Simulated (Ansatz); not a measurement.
Ge under changes of volume

One of the cells (19.607 Å³/atom); the others are scaled copies at fixed shape and fractional positions:

```xyz
1
Lattice="1.3971 -2.6005 0.0000 1.3971 2.6005 0.0000 0.0000 0.0000 2.6982" Properties=species:S:1:pos:R:3 pbc="T T T"
Ge    1.3971    0.0000    0.0000
```

This isn't the form of Ge at room conditions, which is diamond.

- Program: Ansatz 0.2.0
- Functional: HSE06
- Potentials or basis: Ansatz PAW
- Cutoff: 420 eV (not typed: the program's choice for these potentials)
- k mesh: 6 × 6 × 6
- Occupations: fermi-dirac, width 0.05 eV
- Spin: no spin polarisation

```csv
volume (Å³/atom),energy over the lowest point (meV/atom),pressure (GPa)
18.431,2.35,1.7
18.823,0.00,0.0
19.215,1.86,-1.6
19.607,7.50,-3.1
19.999,16.51,-4.3
20.391,?,?
20.783,43.24,-6.5
```

**Question.** What does the run at 20.391 Å³/atom give?

**Answer.** Energy over the lowest point 28.54 meV/atom; pressure -5.5 GPa.

Worked out: A Birch-Murnaghan fit of order 3 (a polynomial in V^(-2/3)) to the other rows has its minimum at 18.84 Å³/atom with B0 = V·E''(V) = 82 GPa and B' = 4.4 at fixed shape and positions, which overstates the stiffness. It gives 28.53 meV/atom at 20.391 Å³/atom, against the run's 28.54, and -dE/dV = -5.5 GPa, against -5.5.

Energies are extrapolated to zero smearing.

Caveats: all runs use coarse meshes; the PAW data sets come from PBE, with cores solved anew for the run's functional, which leaves a small shift of forces and pressure; the thresholds are loose for stress.
